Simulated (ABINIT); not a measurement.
Runs of ABINIT 10.8.3 (patched build) on PbF2 (Fluorocronite). The structure is cubic, space group Fm-3m (No. 225). The conventional cell has a = 5.927 Å, b = 5.927 Å, c = 5.927 Å, α = 90.00°, β = 90.00°, γ = 90.00°. Pb (site symmetry m-3m) is surrounded by 8 F at 2.57 Å. F (site symmetry -43m) has 4 Pb at 2.57 Å as nearest neighbours. 

| task | level | potentials or basis | k mesh | cutoff (eV) | fine-grid cutoff | mesh quality | gap on the mesh (eV) | pressure (GPa) | V0 of scaled cells (Å³/atom) | B0 (GPa) |
| --- | --- | --- | --- | --- | --- | --- | --- | --- | --- | --- |
| single point | r2SCAN | JTH PAW PBE v2.0 | 3 × 3 × 3 | 762 | 1360.57 eV | coarse | (a) | - | - | - |
| band structure | LDA-PZ | JTH PAW LDA v2.0 | 8 × 8 × 8 | 626 | 1224.51 eV | not flagged | 4.25 | -4.7 | - | - |
| single point | PBE | JTH PAW PBE v2.0 | 3 × 3 × 3 | 626 | 1224.51 eV | coarse | 4.68 | 2.5 | - | - |
| single point | PBE | JTH PAW PBE v2.0 | 6 × 6 × 6 | 626 | 1224.51 eV | not flagged | 4.44 | 2.5 | - | - |
| single point | PBEsol | JTH PAW PBE v2.0 | 5 × 5 × 5 | 626 | 1224.51 eV | not flagged | 4.42 | -1.2 | - | - |
| band structure | TB-mBJ | JTH PAW LDA v2.0 | 8 × 8 × 8 | 762 | 1360.57 eV | not flagged | 5.80 | - | - | - |
| single point | PBEsol | JTH PAW PBE v2.0 | 6 × 6 × 6 | 626 | 1224.51 eV | not flagged | 4.33 | -1.2 | - | - |
| equation of state | r2SCAN | JTH PAW PBE v2.0 | 8 × 8 × 8 | 762 | 1360.57 eV | not flagged | - | - | 17.33 | 77 |
| band structure | PW91 | JTH PAW PBE v2.0 | 8 × 8 × 8 | 626 | 1224.51 eV | not flagged | 4.44 | 2.0 | - | - |
| single point | LDA | JTH PAW LDA v2.0 | 3 × 3 × 3 | 626 | 1224.51 eV | coarse | 4.49 | -4.7 | - | - |
| equation of state | PBE | JTH PAW PBE v2.0 | 8 × 8 × 8 | 626 | 1224.51 eV | not flagged | - | - | 18.01 | (b) |
| band structure | PBE | PseudoDojo NC SR PBE v0.4.1 standard | 8 × 8 × 8 | 1143 | - | not flagged | 4.43 | 2.7 | - | - |

Alike in all rows: no spin polarisation; cell as given; smearing fermi-dirac 0.05 eV.

Problem. Estimate the missing entries.

Solution. (a) 5.14; (b) 66.

Caveats: some runs use coarse meshes; spin-orbit coupling is left out, which as a rule narrows the gap of such compounds by several tenths of an eV (some runs); the PAW data sets were made with another functional, which shifts forces and pressure a little (some runs); an odd mesh through Γ misses points on the zone boundary, where band edges often lie (some runs); pressures at fixed basis lie under the slope of the energies (some runs); the constant c of TB-mBJ comes from the pseudo density here, which moves gaps by up to 0.3 eV between sets of potentials (some runs).

A k mesh can miss the band edges, and the runs leave out spin-orbit coupling on Pb.

Not every run made on this cell is shown here.
